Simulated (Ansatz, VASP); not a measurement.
**C: VASP beside Ansatz**

The input INCAR:

```
PREC = Accurate
ENCUT = 520
EDIFF = 1E-7
ISMEAR = 0
SIGMA = 0.05
LREAL = F
LASPH = T
NELM = 60
ALGO = Normal
ISIF = 2
LWAVE = F
LCHARG = F
GGA = PE
NBANDS = 26
```

Contents of KPOINTS:

```
Automatic mesh
0
Gamma
  12 12 4
```

File POSCAR:

```
C
1.0
    2.3921175669      0.0000000000      0.0000000000
   -1.1960587834      2.0716345818      0.0000000000
    0.0000000000      0.0000000000      7.8893587728
C
8
Direct
    0.0000000000      0.0000000000      0.0929681641
    0.0000000000      0.0000000000      0.5929681641
    0.0000000000      0.0000000000      0.4070318359
    0.0000000000      0.0000000000      0.9070318359
    0.3333333333      0.6666666667      0.1555285626
    0.6666666667      0.3333333333      0.6555285626
    0.3333333333      0.6666666667      0.3444714374
    0.6666666667      0.3333333333      0.8444714374
```

Input for Ansatz:

```yaml
crystal:
  lattice:
    - [2.3921175669, 0.0, 0.0]
    - [-1.1960587834, 2.0716345818, 0.0]
    - [0.0, 0.0, 7.8893587728]
  atoms:
    - { symbol: C, position: [0.0, 0.0, 0.0929681641] }
    - { symbol: C, position: [0.0, 0.0, 0.5929681641] }
    - { symbol: C, position: [0.0, 0.0, 0.4070318359] }
    - { symbol: C, position: [0.0, 0.0, 0.9070318359] }
    - { symbol: C, position: [0.3333333333, 0.6666666667, 0.1555285626] }
    - { symbol: C, position: [0.6666666667, 0.3333333333, 0.6555285626] }
    - { symbol: C, position: [0.3333333333, 0.6666666667, 0.3444714374] }
    - { symbol: C, position: [0.6666666667, 0.3333333333, 0.8444714374] }
basis:
  ecutwfc: 420
kpoints:
  mp_grid: { grid: [12, 12, 4] }
hamiltonian:
  xc: pbe
scf:
  occupations: { method: gaussian, width: 0.05 }
output:
  forces: true
  stress: true
  eigenvalues: true
```

Change from the starting cell: strain -0.050 along x and y, -0.050 along z, atoms carried along.

Alike in both runs: task single point; functional PBE; k mesh 12 × 12 × 4; occupations gaussian, width 0.05 eV; no spin polarisation.

|  | VASP | Ansatz |
| --- | --- | --- |
| version | VASP 6.6.1 | Ansatz 0.2.0 |
| potentials or method | VASP PAW PBE potentials, release 64 (C) | scalar-relativistic, plane waves, PAW |
| plane-wave cutoff (eV) | 520 | 420 |
| valence electrons in the cell | 32 | 32 |

|  | VASP | Ansatz | Ansatz less VASP |
| --- | --- | --- | --- |
| gap on the k mesh at the Fermi level (eV) | 4.91 | 4.92 | +0.013 |
| least direct gap on the mesh (eV) | 5.63 | 5.65 | +0.014 |
| pressure (GPa) | 89.7 | 88.4 | -1.34 |
| largest component of the traceless stress (GPa) | 0.40 | 0.42 | +0.023 |
| rms of the force components (eV/Å) | 0.067 | 0.065 | -0.0018 |

Atom by atom the forces differ by 0.002 eV/Å (rms over components). The functional is the same, so the differences come from potentials, cutoffs and numerics.

Caveats: the cell as given lies far from equilibrium; so large a pressure means that the cell lies far from this level's equilibrium, or that cutoff or potentials fall short (VASP).
